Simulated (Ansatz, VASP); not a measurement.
**Two plane-wave programs on PtSe2**

Contents of INCAR:

```
PREC = Accurate ; ENCUT = 520
EDIFF = 1E-6 ; ISMEAR = -1
SIGMA = 0.02 ; LREAL = False
LASPH = True ; NELM = 60
ALGO = Normal ; ISIF = 2
LWAVE = False ; LCHARG = False
GGA = PE ; NBANDS = 18
```

File KPOINTS:

```
Automatic mesh
0
Gamma
  12 12 6
```

The input POSCAR:

```
PtSe2
1.0
    3.6913638651      0.0000000000      0.0000000000
   -1.8456819326      3.1968148818      0.0000000000
    0.0000000000      0.0000000000      5.2243850103
Pt Se
1 2
Direct
    0.0000000000      0.0000000000      0.0000000000
    0.3333333333      0.6666666667      0.2516819019
    0.6666666667      0.3333333333      0.7483180981
```

Input for Ansatz:

```yaml
crystal:
  lattice:
    - [3.6913638651, 0.0, 0.0]
    - [-1.8456819326, 3.1968148818, 0.0]
    - [0.0, 0.0, 5.2243850103]
  atoms:
    - { symbol: Pt, position: [0.0, 0.0, 0.0] }
    - { symbol: Se, position: [0.3333333333, 0.6666666667, 0.2516819019] }
    - { symbol: Se, position: [0.6666666667, 0.3333333333, 0.7483180981] }
kpoints:
  mp_grid: { grid: [12, 12, 6] }
  band_path:
    path:
      - [0.0, 0.0, 0.0]
      - [0.5, 0.0, 0.0]
      - [0.3333333333, 0.3333333333, 0.0]
      - [0.0, 0.0, 0.5]
      - [0.5, 0.0, 0.5]
      - [0.3333333333, 0.3333333333, 0.5]
      - [0.0, 0.25, 0.3333333333]
      - [0.0, 0.285156, 0.295573]
    npoints: 1
hamiltonian:
  xc: pbe
scf:
  occupations: { method: fermi_dirac, width: 0.02 }
  n_extra_bands: 4
output:
  forces: true
  stress: true
  eigenvalues: true
```

Change from the starting cell: hydrostatic strain -1.0%.

Alike in both runs: task single point; functional PBE; k mesh 12 × 12 × 6; occupations fermi-dirac, width 0.02 eV; no spin polarisation.

|  | VASP | Ansatz |
| --- | --- | --- |
| version | VASP 6.6.1 | Ansatz 0.2.0 |
| potentials or method | VASP PAW PBE potentials, release 64 (Pt, Se) | plane waves, PAW |
| plane-wave cutoff (eV) | 520 | 420 |
| valence electrons in the cell | 22 | 50 |

Ansatz gave:

```
pressure (GPa)                                  : 6.0
largest component of the traceless stress (GPa) : 2.37
rms of the force components (eV/Å)              : 0.094
```

Q: Estimate VASP's values.

A: Pressure (GPa): 6.0; largest component of the traceless stress (GPa): 2.38; rms of the force components (eV/Å): 0.096.

Atom by atom the forces differ by 0.002 eV/Å (rms over components). The two sets of potentials don't hold the same shells in valence.

Spin-orbit coupling is left out, which matters for the levels of Pt.
